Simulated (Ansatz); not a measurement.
# Ag under changes of volume

One of the cells (17.048 Å³/atom); the others are scaled copies at fixed shape and fractional positions:

```
CELL_PARAMETERS angstrom
0.00000 2.04275 2.04275
2.04275 0.00000 2.04275
2.04275 2.04275 0.00000
ATOMIC_POSITIONS crystal
Ag 0.00000 0.00000 0.00000
```

- Program: Ansatz 0.2.0
- Functional: PBEsol
- Potentials or basis: Ansatz PAW earlier set
- Cutoff: 480 eV (not typed: the program's choice for these potentials)
- k mesh: 11 × 11 × 11
- Occupations: fermi-dirac, width 0.05 eV
- Spin: no spin polarisation

```csv
volume (Å³/atom),energy over the lowest point (meV/atom),pressure (GPa)
16.025,7.85,4.8
16.366,?,?
16.707,0.00,-0.7
17.048,4.07,-2.9
17.389,12.54,-4.8
17.730,24.78,-6.5
18.071,40.24,-7.9
```

Problem. What does the run at 16.366 Å³/atom give?

Solution. Energy over the lowest point 1.01 meV/atom; pressure 1.8 GPa.

Worked out: A Birch-Murnaghan fit of order 3 (a polynomial in V^(-2/3)) to the other rows has its minimum at 16.60 Å³/atom with B0 = V·E''(V) = 121 GPa and B' = 6.1. It gives 0.99 meV/atom at 16.366 Å³/atom, against the run's 1.01, and -dE/dV = 1.8 GPa, against 1.8.

Energies are extrapolated to zero smearing.

Caveats: the PAW data sets come from PBE, with cores solved anew for the run's functional, which leaves a small shift of forces and pressure.
